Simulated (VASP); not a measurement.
# CdSe: G0W0 on PBE, by tags set

CdSe, F-43m (no. 216), 2 atoms in the cell. PBE, GW; PAW potentials Cd_GW, Se_GW (PBE set).

| Tags set | Quasiparticle gap on the mesh (eV) | Gap of the starting point on the mesh (eV) | Quasiparticle gap at the zone centre (eV) | Starting gap at the zone centre (eV) | Correction of the gap between the band edges on the mesh (eV) | Time (s) |
|---|---|---|---|---|---|---|
| defaults | 1.10 | 0.49 | 1.10 | 0.49 | 0.61 | 23 |
| LPEAD=True | 1.50 | 0.49 | 1.50 | 0.49 | 1.01 | 23 |
| LOPTICS=False | 4.20 | 0.49 | 4.20 | 0.49 | 3.71 | 23 |
| LNABLA=True | 1.10 | 0.49 | 1.10 | 0.49 | 0.61 | 23 |

Limits: the mesh is coarse: neither the gap nor the screening is converged; row 3: the long-wave limit of the screening is missing, so the gap is far too large.

## Input of the first row

INCAR.step1:
```
PREC = Accurate ; ENCUT = 300
ISMEAR = 0 ; SIGMA = 0.05
LASPH = T ; LREAL = F
GGA = PE ; ALGO = Normal
EDIFF = 1E-8 ; NELM = 150
LWAVE = T ; LCHARG = F
KPAR = 4
```

INCAR.step2, as INCAR.step1 but for:
```
- ALGO = Normal
- NELM = 150
+ ALGO = Exact
+ NELM = 1
+ ISTART = 1
+ NBANDS = 200
+ LOPTICS = T
```

INCAR.step3:
```
PREC = Accurate ; ENCUT = 300
ISMEAR = 0 ; SIGMA = 0.05
LASPH = T ; LREAL = F
GGA = PE ; ALGO = EVGW0
NBANDS = 200 ; NBANDSGW = 13
ENCUTGW = 130 ; NOMEGA = 48
PRECFOCK = Fast ; ISTART = 1
LWAVE = F ; LCHARG = F
NELMGW = 1 ; KPAR = 4
```

KPOINTS:
```
k-points
0
Gamma
  3 3 3
```

POSCAR:
```
CdSe
1.0
    0.0000000000      3.0702711986      3.0702711986
    3.0702711986      0.0000000000      3.0702711986
    3.0702711986      3.0702711986      0.0000000000
Cd Se
1 1
Direct
    0.0000000000      0.0000000000      0.0000000000
    0.2500000000      0.2500000000      0.2500000000
```

Commands (each step's output is kept before the next begins):
```
cat potpaw_PBE.64/Cd_GW/POTCAR potpaw_PBE.64/Se_GW/POTCAR > POTCAR
cp INCAR.step1 INCAR
mpirun -np 4 vasp_std > vasp.out
cp INCAR.step2 INCAR
mpirun -np 4 vasp_std > vasp.out
cp INCAR.step3 INCAR
mpirun -np 4 vasp_std > vasp.out
```

Changes of the last row against the first:
```
(step 2)
+ LNABLA = True
```

VASP 6.6.1 took 23 s on 4 cores (Intel Xeon Platinum 8259CL @ 2.50GHz (Skylake/Cascade Lake)), a shared host.
